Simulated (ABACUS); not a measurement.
Crystal: Sm.

```
CELL_PARAMETERS angstrom
3.64400 0.00000 0.00000
-1.82200 3.15580 0.00000
0.00000 0.00000 5.87600
ATOMIC_POSITIONS crystal
Sm 0.66667 0.33333 0.75000
Sm 0.33333 0.66667 0.25000
```

This isn't the form of Sm at room conditions, which is rhombohedral.

```yaml
Program: ABACUS 3.10.1
Task: single point
Functional: PBE
Potentials_or_basis: PseudoDojo NC SR 0.4.1 PBE standard, lanthanides 3+ (f in core)
Cutoff: 680 eV
Density_cutoff: 2721 eV
Basis: plane waves
k_mesh: 8 × 8 × 5
Occupations: fermi-dirac, width 0.05 eV
Spin: collinear spin, ferromagnetic start
Starting_moments: "[1.0, 1.0] μB"
```

On this cell: largest force under 0.003 eV/Å; net moment 0.00 μB per cell; band gap on the k mesh none (metal or under the smearing width).

The same run follows on a disturbed copy (atoms moved at random, drawn with an rms of 0.05 Å):

```
CELL_PARAMETERS angstrom
3.64400 0.00000 0.00000
-1.82200 3.15580 0.00000
0.00000 0.00000 5.87600
ATOMIC_POSITIONS crystal
Sm 0.68368 0.34653 0.75448
Sm 0.32108 0.65974 0.25568
```

Question: What changes?

Answer: The energy (extrapolated to zero smearing) moves by +1.2 meV/atom; largest force 0.064 eV/Å; net moment 0.00 μB per cell; band gap on the k mesh none (metal or under the smearing width).

Forces on the atoms (eV/Å):
```
Sm  -0.047 -0.041  0.012
Sm   0.047  0.041 -0.012
```

Caveats: the magnetic or orbital state may not be the lowest; all typed moments are zero, and the program then starts from 1 μB on every atom; spin-orbit coupling is left out, which moves the levels of the heavy elements; the 4f electrons are frozen in the core as for a trivalent ion, so they carry no moment and show no levels.
